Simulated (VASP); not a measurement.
Input of a VASP 6.6.1 run:

Contents of INCAR:

```
PREC     = Normal         # precision mode
ENCUT    = 520            # plane-wave cutoff, eV
EDIFF    = 1E-4           # SCF threshold, eV
ISMEAR   = 0              # smearing method
SIGMA    = 0.15           # smearing width, eV
LREAL    = F              # projectors in reciprocal space
LASPH    = T              # aspherical terms in the spheres
NELM     = 60             # most SCF steps
ALGO     = Fast           # electronic algorithm
ISIF     = 3              # what is computed and relaxed
LWAVE    = F              # write WAVECAR
LCHARG   = F              # write CHGCAR
GGA      = PE             # functional
IBRION   = 2              # ionic algorithm
NSW      = 24             # ionic steps
EDIFFG   = -0.08          # ionic threshold
```

Contents of KPOINTS:

```
Automatic mesh
0
Gamma
  5 5 4
```

Contents of POSCAR:

```
SiGe3
1.0
    4.0299666600      0.0000000000      0.0000000000
    0.0000000000      4.0299666600      0.0000000000
    0.0000000000      0.0000000000      5.5020151200
Si Ge
1 3
Direct
    0.5000000000      0.5000000000      0.5000000000
    0.0000000000      0.0000000000      0.7348882700
    0.0000000000      0.0000000000      0.2651117300
    0.5000000000      0.5000000000      0.0000000000
```

Potentials or basis: VASP PAW PBE potentials, release 64 (Si, Ge_d).

The run is started by

```console
$ cat potpaw_PBE.64/Si/POTCAR potpaw_PBE.64/Ge_d/POTCAR > POTCAR
$ mpirun -np 1 vasp_std > vasp.out
```

(1) Estimate the relaxed volume.

(2) Predict the space group after relaxing (to 0.05 Å).

(3) What does it give for the relaxed cell?

Results:

(1) 18.54 Å³/atom.

(2) P4/mmm (No. 123).

(3) a = 3.587 Å, b = 3.587 Å, c = 5.762 Å, α = 90.00°, β = 90.00°, γ = 90.00°.

Caveat: the volume moved by over 15 % at a fixed basis, so the end points are rough.
